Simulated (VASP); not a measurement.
Here is a VASP 6.6.1 calculation.

run.py

```python
from ase.calculators.vasp import Vasp
from ase.dft.bandgap import bandgap
from ase.io import read

atoms = read('Bi.xyz')
calc = Vasp(
    directory='calc',
    xc='pbe',
    pp='PBE',
    setups='recommended',
    prec='Accurate',
    encut=520,
    ediff=1e-06,
    ismear=0,
    sigma=0.1,
    lreal=False,
    lasph=True,
    nelm=80,
    algo='Normal',
    isif=2,
    lwave=False,
    lcharg=False,
    kpts=[9, 9, 9],
    gamma=True,
)
atoms.calc = calc

print('energy (eV):', atoms.get_potential_energy())
print('free energy (eV):', atoms.get_potential_energy(force_consistent=True))
print('forces (eV/A):')
print(atoms.get_forces())
print('stress (eV/A^3, Voigt):', atoms.get_stress())
print('Fermi level (eV):', calc.get_fermi_level())
gap, top, bottom = bandgap(calc)
print('band gap (eV):', gap, 'from (spin, k, band)', top, 'to', bottom)
```

File Bi.xyz:

```xyz
1
Lattice="-1.9814305318 1.9814305318 1.9814305318 1.9814305318 -1.9814305318 1.9814305318 1.9814305318 1.9814305318 -1.9814305318" Properties=species:S:1:pos:R:3 pbc="T T T"
Bi     0.0000000000      0.0000000000      0.0000000000
```

Potentials or basis: VASP PAW PBE potentials, release 64 (Bi_d).

The run is started by

```sh
$ python run.py
```

What does it give for the pressure?

0.8 GPa.

Predict the band gap on the k mesh.

none (metal or under the smearing width).

Caveat: spin-orbit coupling is left out, which moves the levels of the heavy elements.
